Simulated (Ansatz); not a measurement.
Wanted: the native input for an Ansatz 0.2.0 run.

```
Task                                : band structure
Functional                          : PBE
Potentials or basis                 : PseudoDojo standard (PBE files)
Cutoff                              : 1333 eV
Density cutoff                      : 5333 eV
k mesh                              : 11 × 11 × 11
Occupations                         : fermi-dirac, width 0.05 eV
Spin                                : collinear spin, ferromagnetic start
Starting moments                    : [1.0, 0.0] μB
Path                                : [["G", "X", "W", "K", "G", "L", "U", "W", "L", "K"], ["U", "X"]]
Points for each segment of the path : 14
```

The system is NiO.

```
Ni O
1.0
     0.00000    2.08590    2.08590
     2.08590    0.00000    2.08590
     2.08590    2.08590    0.00000
Ni O
1 1
Direct
  0.00000 0.00000 0.00000
  0.50000 0.50000 0.50000
```

The input as run:

input.yaml

```yaml
crystal:
  lattice:
    - [0.0, 2.0859016414, 2.0859016414]
    - [2.0859016414, 0.0, 2.0859016414]
    - [2.0859016414, 2.0859016414, 0.0]
  atoms:
    - { symbol: Ni, position: [0.0, 0.0, 0.0], spin: 1.0 }
    - { symbol: O, position: [0.5, 0.5, 0.5] }
hamiltonian:
  xc: pbe
  pseudopotentials: { kind: nc, accuracy: standard }
magnetization:
  spin_polarized: true
kpoints:
  mp_grid: { grid: [11, 11, 11] }
  band_path:
    path:
      - [[0.0, 0.0, 0.0], [0.5, 0.0, 0.5], [0.5, 0.25, 0.75], [0.375, 0.375, 0.75], [0.0, 0.0, 0.0], [0.5, 0.5, 0.5], [0.625, 0.25, 0.625], [0.5, 0.25, 0.75], [0.5, 0.5, 0.5], [0.375, 0.375, 0.75]]
      - [[0.625, 0.25, 0.625], [0.5, 0.0, 0.5]]
    npoints: 14
scf:
  occupations: { method: fermi_dirac, width: 0.05 }
  n_extra_bands: 6
output:
  forces: true
  stress: true
  eigenvalues: true
  fatbands: true
  write_density: true
  write_potential: true
  elf: true
  volumetric_format: npy
```

Potentials or basis: PseudoDojo standard (PBE files).

Launch:

```console
$ ansatz run input.yaml --threads 2 --pin off --max-ram 5632MiB --backend cpu --events-out ev --progress --plain --runs-dir out
```

It gave:

```
Pressure               : 6.1 GPa
Band gap on the k mesh : none (metal or under the smearing width)
Net moment             : 1.83 μB per cell
Absolute moment        : 1.84 μB per cell
Site moments           : Ni +1.47; O +0.31 μB
```

Caveat: a cell with one magnetic atom can't hold antiferromagnetic order, which such compounds often take; semilocal functionals often make such compounds metallic where correlation or magnetic order opens a gap, which also shifts bond lengths.

Run time: 14 s on 2 threads of Arm Neoverse V2, with other jobs on the host, peak memory 0.51 GiB.
